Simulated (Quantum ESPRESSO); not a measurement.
The system is TePb.

```
Pb Te
1.0
     0.00000    3.23100    3.23100
     3.23100    0.00000    3.23100
     3.23100    3.23100    0.00000
Pb Te
1 1
Direct
  0.00000 0.00000 0.00000
  0.50000 0.50000 0.50000
```

```yaml
Program: Quantum ESPRESSO 7.5
Task: phonons
Functional: PBE
Potentials_or_basis: GBRV 1.5 PBE
Cutoff: 612 eV
Density_cutoff: 4898 eV
k_mesh: 4 × 4 × 4, shifted
Occupations: fermi-dirac, width 0.05 eV
Spin: no spin polarisation
Mixing_beta: 0.5
Most_SCF_iterations: 120
SCF_threshold: 4e-10 Ry
```

The cell and the atoms were relaxed first, to 35.31 Å³/atom (a = 4.640 Å, b = 4.640 Å, c = 4.640 Å, α = 60.00°, β = 60.00°, γ = 60.00°), and the response was taken there.

The first run showed a gap, so the response started from a second, tighter run with fixed occupations.

Task: What is the highest optical frequency at the zone centre, leaving out the macroscopic field of polar modes?

Result: 25 cm⁻¹, a mode of symmetry T1u (IR).

Optical modes at Γ, degenerate ones joined, polar ones without the macroscopic field:
```csv
cm⁻¹,components,symmetry,active in,"IR intensity, summed ((D/Å)²/amu)"
25,3,T1u,IR,26.25
```
